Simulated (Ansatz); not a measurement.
TiAl:

```
Ti Al
1.0
     3.17906    0.00000    0.00000
     0.00000    3.17906    0.00000
     0.00000    0.00000    3.17906
Ti Al
1 1
Direct
  0.00000 0.00000 0.00000
  0.50000 0.50000 0.50000
```

The cell comes from a database or a generator and needn't be the stable form of this composition.

Program: Ansatz 0.2.0. Alike in all runs: no spin polarisation; cell as given.

Task: Order these runs on this cell by their pressure, lowest first.
A. level HSE03; potentials or basis JTH PAW; k mesh 6 × 6 × 6; cutoff (eV) 1230; smearing fermi-dirac 0.01 eV; mesh quality not flagged
B. level PBE0+D3(BJ)-ATM; potentials or basis Ansatz PAW; k mesh 5 × 5 × 5; cutoff (eV) 420; smearing fermi-dirac 0.05 eV; mesh quality coarse
C. level r2SCAN50; potentials or basis Ansatz PAW; k mesh 6 × 6 × 6; cutoff (eV) 500; smearing fermi-dirac 0.15 eV; mesh quality not flagged

Result: B (-7.1 GPa), C (-4.8 GPa), A (-1.5 GPa).

Caveats: some runs use coarse meshes; the thresholds are loose for stress; the PAW data sets come from PBE, with cores solved anew for the run's functional, which leaves a small shift of forces and pressure (some runs); pairwise dispersion overbinds metals, which lowers pressure and volume (some runs).

Runs at the PBE level aren't shown here.
